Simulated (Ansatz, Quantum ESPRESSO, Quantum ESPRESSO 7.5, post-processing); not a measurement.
# 2 layers of Li in Mo(110), on the host's sites: ballistic transmission

Aim: the zero-bias transmission with pwcond for this junction: 2 layers of Li in Mo(110), on the host's sites.

Main program and level: Quantum ESPRESSO 7.5; plane-wave DFT, PBEsol, GBRV ultrasoft pseudopotentials (cross-check by Ansatz 0.2.0 with PAW datasets).

Report form: the programs' logs are mostly left out.

## 1. Starting point

The cell holds 18 atoms: 16 Mo and 2 Li. Its edges and angles: a = 3.160 Å, b = 2.737 Å, c = 41.517 Å, α = 90.0°, β = 90.0°, γ = 54.7°. It derives from Mo. Regions: left lead, 8 atoms (8 Mo); channel, 2 atoms (2 Li); right lead, 8 atoms (8 Mo). The structure is stacked along c, and the current runs across the ab planes.

## 2. Ground state

One periodic cell holds a stretch of lead, the junction and more lead; the atoms stay as built.

File scf.in:

```
&control
  prefix = 'scf'
  outdir = './out'
  pseudo_dir = './pseudo'
  calculation = 'scf'
  tprnfor = .true.
/
&system
  ibrav = 0
  nat = 18
  ntyp = 2
  ecutwfc = 40
  ecutrho = 200
  occupations = 'smearing'
  smearing = 'mv'
  degauss = 0.01
/
&electrons
  conv_thr = 1e-07
  mixing_beta = 0.25
  electron_maxstep = 120
  mixing_mode = 'local-TF'
/
ATOMIC_SPECIES
  Mo  95.9500  mo_pbesol_v1.uspp.F.UPF
  Li  6.9400  li_pbesol_v1.4.uspp.F.UPF
CELL_PARAMETERS angstrom
  3.16000000000000 0.00000000000000 0.00000000000000
  1.58000000000000 2.23445742854949 0.00000000000000
  0.00000000000000 0.00000000000000 41.51654251728716
ATOMIC_POSITIONS crystal
  Mo  0.000000000000 0.000000000000 0.000000000000
  Mo  0.500000000000 0.000000000000 0.053820893867
  Mo  0.000000000000 0.000000000000 0.107641787734
  Mo  0.500000000000 0.000000000000 0.161462681601
  Mo  0.000000000000 0.000000000000 0.215283575468
  Mo  0.500000000000 0.000000000000 0.269104469335
  Mo  0.000000000000 0.000000000000 0.322925363202
  Mo  0.500000000000 0.000000000000 0.376746257069
  Li  0.000000000000 0.000000000000 0.438373128535
  Li  0.500000000000 0.000000000000 0.507805977598
  Mo  0.000000000000 0.000000000000 0.569432849064
  Mo  0.500000000000 0.000000000000 0.623253742931
  Mo  0.000000000000 0.000000000000 0.677074636798
  Mo  0.500000000000 0.000000000000 0.730895530665
  Mo  0.000000000000 0.000000000000 0.784716424532
  Mo  0.500000000000 0.000000000000 0.838537318399
  Mo  0.000000000000 0.000000000000 0.892358212266
  Mo  0.500000000000 0.000000000000 0.946179106133
K_POINTS automatic
  9 11 1 0 0 0
```

The run is started by

```console
OMP_NUM_THREADS=1 mpirun -n 4 pw.x -nk 4 -in scf.in > scf.out
```

Run time: 23 min. Hardware: 4 MPI ranks of Arm Neoverse V2, shared host; peak memory 2 GiB.

Read from the output:

```
free energy  : -30722.5167 eV
Fermi energy : 18.11 eV
```

The program's own clock; routines nest. Time by routine:

```csv
routine,wall time (s),calls
PWSCF,1407,1
electrons,1380,1
c_bands,1242,31
cegterg,1163,403
h_psi,608,2204
fftw,387.5,333060
vloc_psi,365.5,2204
calbec,169.8,2659
sum_band,128.8,31
add_vuspsi,118.1,2204
s_psi,117.9,2204
h_psi:calbec,117.8,2204
cdiaghg,45.42,2191
init_run,20.48,1
```

The run needed 31 iterations to bring the estimated error under 1e-07 Ry; the largest force on any atom, held or free, is 0.27 eV/Å.

## 3. The open system

prefixt takes both regions from one run: the lead from 0 to bdl, the scattering region from bdl to bds (units of alat). ikind = 1 puts the same lead on both sides. The program's T_tot counts both spins in a run without spin; the tables below give T per spin.

File cond.in:

```
&inputcond
  outdir = './out'
  prefixt = 'scf'
  tran_file = 'cond.dat'
  bdl = 1.4142135633
  bds = 13.1381463671
  ikind = 1
  ewind = 4.0
  epsproj = 1e-05
  nz1 = 7
  energy0 = 0.4
  denergy = -0.4
/
21
  0.00000000 0.00000000 0.01562500
  0.00000000 0.12500000 0.03125000
  0.00000000 0.25000000 0.03125000
  0.00000000 0.37500000 0.03125000
  0.00000000 0.50000000 0.01562500
  0.12500000 0.00000000 0.06250000
  0.12500000 0.25000000 0.06250000
  0.12500000 0.37500000 0.06250000
  0.12500000 0.50000000 0.06250000
  0.25000000 0.00000000 0.06250000
  0.25000000 0.12500000 0.03125000
  0.25000000 0.37500000 0.06250000
  0.25000000 0.50000000 0.06250000
  0.25000000 0.62500000 0.03125000
  0.37500000 0.00000000 0.06250000
  0.37500000 0.12500000 0.06250000
  0.37500000 0.50000000 0.06250000
  0.37500000 0.62500000 0.06250000
  0.50000000 0.00000000 0.03125000
  0.50000000 0.12500000 0.06250000
  0.50000000 0.25000000 0.03125000
3
```

The run is started by

```console
OMP_NUM_THREADS=1 mpirun -n 4 pwcond.x -in cond.in > cond.out
```

Wall time 97 s (4 MPI ranks); peak memory 0.3 GiB; 6.4 min of CPU time.

Read from the output:

```
lead channels at the Fermi level, one spin : 0.9688
transmission at the Fermi level, one spin  : 0.2285
conductance                                : 0.2285 G₀
```

Per spin; mean over the k mesh across the current. Table of open channels, zone mean by energy, zero at the Fermi level:

```csv
energy (eV),"open channels, zone mean"
-0.400,1.12
0.000,0.969
0.400,1.25
```

Per spin; mean over the k mesh across the current. Transmission, zone mean against energy, zero at the Fermi level:

```csv
energy (eV),"transmission, zone mean"
-0.400,0.165
0.000,0.229
0.400,0.0948
```

At 0.000 eV; k in fractions of b1, b2. Transmission by k point:

```csv
k1,k2,weight,t,channels
0,0,0.01562,0.208,2
0,0.125,0.03125,0.1026,3
0,0.25,0.03125,0.5271,2
0,0.375,0.03125,1.50e-7,1
0,0.5,0.01562,0.004535,2
0.125,0,0.0625,0.2027,2
0.125,0.25,0.0625,0.8961,2
0.125,0.375,0.0625,0,0
0.125,0.5,0.0625,0.023,2
0.25,0,0.0625,0,0
0.25,0.125,0.03125,0.3357,1
0.25,0.375,0.0625,0,0
0.25,0.5,0.0625,0,0
0.25,0.625,0.03125,8.13e-5,1
0.375,0,0.0625,0.9976,2
0.375,0.125,0.0625,1,1
0.375,0.5,0.0625,0,0
0.375,0.625,0.0625,0,0
0.5,0,0.03125,0.00251,2
0.5,0.125,0.0625,0,0
0.5,0.25,0.03125,6.55e-6,1
```

The program's own clock; routines nest. Time by routine:

```csv
routine,wall time (s),calls
PWCOND,96.27,1
scatter_forw,83.24,126
local,5.06,21
compbs,4.09,63
compbs_2,3.42,63
init,0.96,1
poten,0.06,1
```

The run is unpolarised; a magnetic state was not tried, may lie lower and would change T.

At no point does T exceed the number of channels.

## 4. Transmission with pwcond.x, with epsproj = 0.001

How much does a setting matter? One run is repeated with a change.

cond.w.in, as its differences from the input of step 3:

```diff
@@ -3,3 +3,3 @@
   prefixt = 'scf'
-  tran_file = 'cond.dat'
+  tran_file = 'cond.w.dat'
   bdl = 1.4142135633
@@ -8,3 +8,3 @@
   ewind = 4.0
-  epsproj = 1e-05
+  epsproj = 0.001
   nz1 = 7
```

The run is started by

```console
OMP_NUM_THREADS=1 mpirun -n 4 pwcond.x -in cond.w.in > cond.w.out
```

Run time: 61 s. Hardware: 4 MPI ranks; peak memory 0.27 GiB.

The changed values were drawn from a wide range, not chosen for quality; the comparison shows what they did here together.

Beside the run it was changed from:

```csv
quantity,this run,unchanged run,difference
"transmission at the Fermi level, one spin",0.2502,0.2285,0.022
"lead channels at the Fermi level, one spin",1,0.9688,0.031
wall time (s),61,97,
```

Over all energies T moves by up to 0.022, at 0 eV.

The physical values in this table move by up to 9.5 %.

## 5. The open system, with ewind, epsproj = [0.1, 0.1]

One more run, with a changed input.

cond.bad.in, as its differences from the input of step 3:

```diff
@@ -3,3 +3,3 @@
   prefixt = 'scf'
-  tran_file = 'cond.dat'
+  tran_file = 'cond.bad.dat'
   bdl = 1.4142135633
@@ -7,4 +7,4 @@
   ikind = 1
-  ewind = 4.0
-  epsproj = 1e-05
+  ewind = 0.1
+  epsproj = 0.1
   nz1 = 7
```

The run is started by

```console
OMP_NUM_THREADS=1 mpirun -n 4 pwcond.x -in cond.bad.in > cond.bad.out
```

Elapsed: 33 s, on 4 MPI ranks; peak memory 0.26 GiB.

The run finished, but its numbers are not taken as the system's. The fault: a window of plane waves far too small, with a loose projection threshold.

Beside the run it was changed from:

```csv
quantity,this run,unchanged run,difference
"transmission at the Fermi level, one spin",0.1336,0.2285,-0.095
"lead channels at the Fermi level, one spin",1.203,0.9688,0.23
wall time (s),33,97,
```

Over all energies T moves by up to 0.095, at 0 eV.

The physical values in this table move by up to 42 %.

## 6. The same in Ansatz

A second code with its own PAW datasets, on the same atoms.

Level of this step: plane-wave DFT, PBEsol, Ansatz PAW (Ansatz 0.2.0).

File input.yaml:

```yaml
crystal:
  lattice:
    - [3.16, 0.0, 0.0]
    - [1.58, 2.2344574285, 0.0]
    - [0.0, 0.0, 41.5165425173]
  atoms:
    - { symbol: Mo, position: [0.0, 0.0, 0.0] }
    - { symbol: Mo, position: [0.5, 0.0, 0.0538208939] }
    - { symbol: Mo, position: [0.0, 0.0, 0.1076417877] }
    - { symbol: Mo, position: [0.5, 0.0, 0.1614626816] }
    - { symbol: Mo, position: [0.0, 0.0, 0.2152835755] }
    - { symbol: Mo, position: [0.5, 0.0, 0.2691044693] }
    - { symbol: Mo, position: [0.0, 0.0, 0.3229253632] }
    - { symbol: Mo, position: [0.5, 0.0, 0.3767462571] }
    - { symbol: Li, position: [0.0, 0.0, 0.4383731285] }
    - { symbol: Li, position: [0.5, 0.0, 0.5078059776] }
    - { symbol: Mo, position: [0.0, 0.0, 0.5694328491] }
    - { symbol: Mo, position: [0.5, 0.0, 0.6232537429] }
    - { symbol: Mo, position: [0.0, 0.0, 0.6770746368] }
    - { symbol: Mo, position: [0.5, 0.0, 0.7308955307] }
    - { symbol: Mo, position: [0.0, 0.0, 0.7847164245] }
    - { symbol: Mo, position: [0.5, 0.0, 0.8385373184] }
    - { symbol: Mo, position: [0.0, 0.0, 0.8923582123] }
    - { symbol: Mo, position: [0.5, 0.0, 0.9461791061] }
kpoints:
  mp_grid: { grid: [9, 11, 1] }
hamiltonian:
  xc: pbesol
scf:
  occupations: { method: fermi_dirac, width: 0.1 }
  convergence: { dr2_threshold: 1.0e-08 }
output:
  transmission: { leads: [[0, 2]], e_range: [-0.4, 0.4], de: 0.4, kmesh: [8, 8] }
  write_potential: true
  write_density: true
  volumetric_format: npy
```

The run is started by

```console
ansatz run input.yaml --threads 4 --pin off --max-ram 8192MiB --backend cpu --events-out ev --progress --plain --runs-dir out
```

Run time: 50 s. Hardware: 4 threads; peak memory 2.3 GiB; 3.1 min of CPU time.

This step gave:

```
free energy                                  : -78764.2168 eV
energy at zero smearing                      : -78764.0037 eV
smearing term TS                             : 0.4262 eV
Fermi energy                                 : 17.90 eV
symmetry operations                          : 4
transmission at the Fermi level, one spin    : 0.2310
step of the lead's Hamiltonian over a period : 4.3 meV
```

Per spin; mean over the k mesh across the current. The transmission, zone mean by energy, zero at the Fermi level:

```csv
energy (eV),"transmission, zone mean"
-0.400,0.168
0.000,0.231
0.400,0.0991
```

Per spin; mean over the k mesh across the current. Table of open channels, zone mean by energy, zero at the Fermi level:

```csv
energy (eV),"open channels, zone mean"
-0.400,1.12
0.000,0.969
0.400,1.25
```

Ansatz finds T = 0.231 against pwcond's 0.229.

## 7. All levels side by side

All levels:

```csv
step,T at the Fermi level (per spin),conductance (G0),r.m.s. T(E) from the first,CPU time of the step (s),peak memory (GiB)
Ansatz,0.231,-,0,186.8,2.266
pwcond,0.2285,0.2285,0.003316,386.9,0.3
"pwcond, changed setting",0.2502,0.2502,0.01336,244.8,0.27
```

Per spin; mean over the k mesh across the current. The transmission, zone mean by energy, zero at the Fermi level:

```csv
energy (eV),Ansatz,pwcond,"pwcond, changed setting"
-0.400,0.168,0.165,0.165
0.000,0.231,0.229,0.250
0.400,0.0991,0.0948,0.0867
```

## 8. By hand

The Landauer sum over the mesh, Σ w T = 0.0625 × 1 + 0.0625 × 0.998 + 0.0625 × 0.896 + … = 0.2285.

G = 0.229 × 77.48 µS = 17.7 µS a cell. Times the area of 7.061 Å², the resistance-area product is A/G = 3.99 fΩ m², the leads' contact resistance included.

## 9. Results

```
conductance from T at the Fermi level, a cell (G₀ = 2e²/h) : 0.229 G₀
conductance per area                                       : 251 S/μm²
lead channels per spin                                     : 0.97
the same conductance by Ansatz                             : 0.231 G₀
```

**Reading.** The junction conducts 0.229 G₀ a cell at the Fermi level (PBEsol, GBRV ultrasoft). At the Fermi level the junction passes 24 % of what the leads offer. At the Fermi level pwcond and Ansatz differ by 1.1 %, a close match. Points with over 2.5 times the mean carry 79 % of T, so the mean leans on few points, and the mesh was not tested. Over -0.4 to 0.4 eV, T lies between 0.095 and 0.23 per spin. The geometry is as built, not relaxed, and the leads are short.

[Logs are printed without paths, hosts, clocks, repeated set-up lines and the standing remarks that a program may print on its own settings, such as how far it seeks lower states.]

[Hosts, paths, dates, database ids (printed as entryN), source tags and the programs' standing remarks are cut or masked in the printed files.]

[Maps of the electrostatic potential energy from Ansatz leave out the sawtooth potential of an applied field or a dipole correction, so their vacuum need not be flat; planar profiles and work functions include it.]
